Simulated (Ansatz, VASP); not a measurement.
# MgF2: VASP beside Ansatz

INCAR

```
ALGO = Fast ; EDIFF = 1E-6
ENCUT = 520 ; GGA = PS
ISIF = 2 ; ISMEAR = 0
LASPH = True ; LCHARG = True
LELF = True ; LREAL = False
LVHAR = True ; LWAVE = False
NBANDS = 25 ; NELM = 100
PREC = Accurate ; SIGMA = 0.1
```

The input KPOINTS:

```
k-points
0
Gamma
  4 4 6
```

Contents of POSCAR:

```
MgF2
1.0
    4.6213000000      0.0000000000      0.0000000000
    0.0000000000      4.6213000000      0.0000000000
    0.0000000000      0.0000000000      3.0159000000
Mg F
2 4
Direct
    0.0000000000      0.0000000000      0.0000000000
    0.5000000000      0.5000000000      0.5000000000
    0.3028000000      0.3028000000      0.0000000000
    0.1972000000      0.8028000000      0.5000000000
    0.6972000000      0.6972000000      0.0000000000
    0.8028000000      0.1972000000      0.5000000000
```

Input for Ansatz:

```yaml
crystal:
  lattice:
    - [4.6213, 0.0, 0.0]
    - [0.0, 4.6213, 0.0]
    - [0.0, 0.0, 3.0159]
  atoms:
    - { symbol: Mg, position: [0.0, 0.0, 0.0] }
    - { symbol: Mg, position: [0.5, 0.5, 0.5] }
    - { symbol: F, position: [0.3028, 0.3028, 0.0] }
    - { symbol: F, position: [0.1972, 0.8028, 0.5] }
    - { symbol: F, position: [0.6972, 0.6972, 0.0] }
    - { symbol: F, position: [0.8028, 0.1972, 0.5] }
basis:
  ecutwfc: 420
kpoints:
  mp_grid: { grid: [4, 4, 6] }
hamiltonian:
  xc: pbesol
scf:
  occupations: { method: gaussian, width: 0.1 }
output:
  forces: true
  stress: true
  eigenvalues: true
```

Alike in both runs: task single point; functional PBEsol; k mesh 4 × 4 × 6; occupations gaussian, width 0.1 eV; no spin polarisation.

|  | VASP | Ansatz |
| --- | --- | --- |
| version | VASP 6.6.1 | Ansatz 0.2.0 |
| potentials or method | VASP PAW PBE potentials, release 64 (Mg, F) | scalar-relativistic, plane waves, PAW |
| plane-wave cutoff (eV) | 520 | 420 |
| valence electrons in the cell | 32 | 48 |

```tsv
	VASP	Ansatz	Ansatz less VASP
gap on the k mesh at the Fermi level (eV)	7.03	7.06	+0.028
least direct gap on the mesh (eV)	7.03	7.06	+0.028
pressure (GPa)	1.6	2.5	+0.83
largest component of the traceless stress (GPa)	1.18	1.18	+0.003
rms of the force components (eV/Å)	0.007	0.007	+0.0005
```

Atom by atom the forces differ by 0.000 eV/Å (rms over components). The two sets of potentials don't hold the same shells in valence.

Caveats: the PAW data sets were made with another functional, which shifts forces and pressure a little (VASP).
